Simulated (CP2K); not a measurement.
## P in CP2K: convergence with eps scf

Input of the first run (eps scf 1.0E-3); the others differ in this setting and in those tied to it:

The input p_converge.inp:

```
&GLOBAL
  PROJECT p_converge
  RUN_TYPE ENERGY_FORCE
  PRINT_LEVEL LOW
&END GLOBAL
&FORCE_EVAL
  METHOD QS
  STRESS_TENSOR ANALYTICAL
  &DFT
    BASIS_SET_FILE_NAME BASIS_pob
    POTENTIAL_FILE_NAME POTENTIAL_UZH
    &MGRID
      CUTOFF 500
      REL_CUTOFF 60
      NGRIDS 4
    &END MGRID
    &QS
      METHOD GAPW
      EPS_DEFAULT 1.0E-9
    &END QS
    &KPOINTS
      SCHEME MONKHORST-PACK 7 7 7
      GAMMA_CENTERED T
      SYMMETRY T
      SYMMETRY_BACKEND SPGLIB
    &END KPOINTS
    &SCF
      SCF_GUESS ATOMIC
      EPS_SCF 1.0E-3
      MAX_SCF 100
      ADDED_MOS 10
      CHOLESKY OFF
      EPS_EIGVAL 1.0E-7
      &DIAGONALIZATION ON
        ALGORITHM STANDARD
      &END DIAGONALIZATION
      &MIXING ON
        METHOD BROYDEN_MIXING
        ALPHA 0.4
        BETA 1.5
        NBUFFER 8
      &END MIXING
      &SMEAR ON
        METHOD FERMI_DIRAC
        ELECTRONIC_TEMPERATURE [K] 1160.452
      &END SMEAR
    &END SCF
    &XC
      &XC_FUNCTIONAL
        &GGA_X_PBE
        &END GGA_X_PBE
        &GGA_C_PBE
        &END GGA_C_PBE
      &END XC_FUNCTIONAL
    &END XC
    &PRINT
      &KPOINTS ON
      &END KPOINTS
      &MULLIKEN ON
      &END MULLIKEN
      &MO ON
        ENERGIES T
        OCCUPATION_NUMBERS T
        &EACH
          QS_SCF 0
        &END EACH
        ADD_LAST NUMERIC
      &END MO
    &END PRINT
  &END DFT
  &SUBSYS
    &CELL
      A 3.7102201415 0.0000000000 0.0000000000
      B 2.1048558901 3.0553748019 0.0000000000
      C 2.1048558900 1.1059397355 2.8481946004
      PERIODIC XYZ
    &END CELL
    &COORD
      P   6.0194948635 3.3132853465 2.1778349747
      P   1.7299601257 0.8781675950 0.5720171626
    &END COORD
    &KIND P
      BASIS_SET pob-DZVP-rev2
      POTENTIAL ALL
      LEBEDEV_GRID 110
      RADIAL_GRID 80
    &END KIND
    &PRINT
      &ATOMIC_COORDINATES ON
      &END ATOMIC_COORDINATES
      &CELL ON
      &END CELL
    &END PRINT
  &END SUBSYS
  &PRINT
    &FORCES ON
    &END FORCES
    &STRESS_TENSOR ON
    &END STRESS_TENSOR
  &END PRINT
&END FORCE_EVAL
```

Potentials or basis: all electrons (GAPW); pob-DZVP-rev2 basis.

Run with:

```sh
$ OMP_NUM_THREADS=1 cp2k.psmp -i p_converge.inp -o p_converge.out
```

The cell isn't the ideal one: atoms moved at random, drawn with an rms of 0.15 Å.

This isn't the form of P at room conditions, which is orthorhombic.

Hardware: 1 thread of Intel(R) Xeon(R) 6975P-C (Granite Rapids) (shared host).

```csv
eps scf,"energy less the tightest run, at zero smearing (meV/atom)",SCF cycles,CPU time (s),peak memory (GiB)
1.0E-3,0.00,7,7.1,0.32
1.0E-4,0.00,8,7.8,0.32
1.0E-5,0.00,11,10,0.33
1.0E-6,0.00,12,11,0.33
1.0E-7,0.00,15,13,0.33
1.0E-8,0.00,17,15,0.32
```

Against the tightest run, the energy stays within 1 meV/atom from 1.0E-3 on. The tightest run that finished is the yardstick and may itself not be fully converged.

Caveat, for the tightest run too: the basis of atomic orbitals isn't converged, which shifts pressures, moduli and gaps.
